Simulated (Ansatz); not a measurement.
Runs of Ansatz 0.2.0 on Te2Mo. The cell holds a slab with vacuum, 6 atoms: a = 6.362 Å, b = 3.480 Å, c = 36.176 Å, α = 90.00°, β = 90.14°, γ = 90.00°. 

```tsv
task	level	cell	cutoff (eV)	points for each segment of the path	gap on the mesh (eV)	relaxed volume (Å³/atom)	largest force (eV/Å)
relaxation of cell and atoms	PBE+D3(BJ)	relaxed	420	-	-	(a)	0.01
band structure	PBE	as given	420	14	none	-	0.25
single point	PBE	as given	250	-	none	-	0.32
relaxation of cell and atoms	RPBE+D3(BJ)	relaxed	420	-	-	110.52	0.01
```

Alike in all rows: potentials or basis Ansatz PAW; no spin polarisation; k mesh 4 × 8 × 1; smearing fermi-dirac 0.05 eV.

**Question.** Estimate the missing entries.

**Answer.** (a) 129.93.

Caveats: the plane-wave basis is chosen anew once the cell has moved, so the energies of steps on either side of that aren't comparable (some runs); spin-orbit coupling is left out, which moves the levels of the heavy elements (some runs); the pressure holds a Pulay correction of +6.9 GPa for the finite cutoff (some runs); the cutoff lies under the one recommended for these potentials (some runs); the volume moved by over 15 % at a fixed basis, so the end points are rough (some runs); the PAW data sets come from PBE, with cores solved anew for the run's functional, which leaves a small shift of forces and pressure (some runs).

A k mesh can miss the band edges, and the runs leave out spin-orbit coupling on Mo, Te.

A gap of «none» marks a metal or a gap under the smearing width.
